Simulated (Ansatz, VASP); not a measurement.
## AlN: VASP beside Ansatz

```
Al N
1.0
     3.31212    0.00000    0.00000
    -1.65606    2.86838    0.00000
     0.00000    0.00000    4.18756
Al N
2 2
Direct
  0.33333 0.66667 0.75000
  0.66667 0.33333 0.25000
  0.33333 0.66667 0.25000
  0.66667 0.33333 0.75000
```

Measurements of this composition are mostly on another form, of space group No. 186.

Alike in both runs: task relaxation of cell and atoms; functional PBEsol; k mesh 9 × 9 × 6; occupations gaussian, width 0.02 eV; no spin polarisation.

```csv
,VASP,Ansatz
version,VASP 6.6.1,Ansatz 0.2.0
potentials or method,"VASP PAW PBE potentials, release 64 (Al, N)","scalar-relativistic, plane waves, PAW"
plane-wave cutoff (eV),600,420
valence electrons in the cell,16,16
```

```tsv
	VASP	Ansatz	Ansatz less VASP
gap on the k mesh at the Fermi level, each at its own relaxed structure (eV)	3.35	3.33	-0.019
relaxed volume (Å³/atom)	9.76	9.77	+0.006
relaxed cell length with the largest relative difference (Å)	4.139	4.140	+0.0012
energy change over the relaxation (meV/atom)	-2	-2	+0.2
```

Ansatz warned: «pseudo_functional_mismatch».

Caveats: the PAW data sets were made with another functional, which shifts forces and pressure a little (VASP).
